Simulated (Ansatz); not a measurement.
# Al: one candidate of a structure search

Aim: relax a trial structure of Al and see where it ends.

Method: DFT PBE, scalar-relativistic, plane waves, PAW, in Ansatz 0.2.0.

## Step 1: The starting structure

The structure is orthorhombic, space group Cmcm (No. 63). Conventional cell: a = 3.894 Å, b = 6.530 Å, c = 3.001 Å, α = 90.00°, β = 90.00°, γ = 90.00°. Around Al (site symmetry m2m) lie 6 Al at 2.49 to 2.77 Å.

Structure file:

```xyz
2
Lattice="1.9468 -3.2650 0.0000 1.9468 3.2650 0.0000 0.0000 0.0000 3.0013" Properties=species:S:1:pos:R:3 pbc="T T T"
Al    1.9468    0.9924    0.7503
Al    1.9468   -0.9924    2.2510
```

The cell is invented: random cell by space group and Wyckoff sites (Cmcm, No. 63). Its size is a rough estimate.

## Step 2: Probe: one point on a coarse mesh

input.yaml reads:

```yaml
crystal:
  lattice:
    - [1.94678816, -3.26504074, 0.0]
    - [1.94678816, 3.26504074, 0.0]
    - [0.0, 0.0, 3.00134695]
  atoms:
    - { symbol: Al, position: [0.34802279, 0.65197721, 0.25] }
    - { symbol: Al, position: [0.65197721, 0.34802279, 0.75] }
basis:
  ecutwfc: 420
kpoints:
  mp_grid: { grid: [6, 6, 6] }
hamiltonian:
  xc: pbe
scf:
  occupations: { method: gaussian, width: 0.1 }
  lower_state_search: "off"
output:
  forces: true
  stress: true
  eigenvalues: true
```

Run with:

```console
$ ansatz run input.yaml --threads 1 --pin off --max-ram 2560MiB --backend cpu --events-out ev --progress --plain --runs-dir out
```

Further runs follow: a loose first relaxation; final relaxation.

Q: Predict the outcome of this session. Wanted: conventional cell; volume; energy over the standard state; gap on the mesh.

As calculated:

| quantity | value |
| --- | --- |
| symmetry at the end (tolerance 0.05 Å) | space group P6_3/mmc (No. 194) |
| conventional cell | a = 4.161 Å, b = 4.161 Å, c = 2.745 Å, α = 90.00°, β = 90.00°, γ = 120.00° |
| volume | 20.58 Å³/atom |
| energy over the standard state | +0.18 eV/atom |
| gap on the mesh | none (metal) |

What this shows: The symmetry goes from space group Cmcm (No. 63) to space group P6_3/mmc (No. 194), and the volume per atom grows by 7.9 % from the first guess. It lies above the element's standard state, so it is metastable at best. No finished test with a distortion of lower symmetry is shown, so the end may be a saddle point.
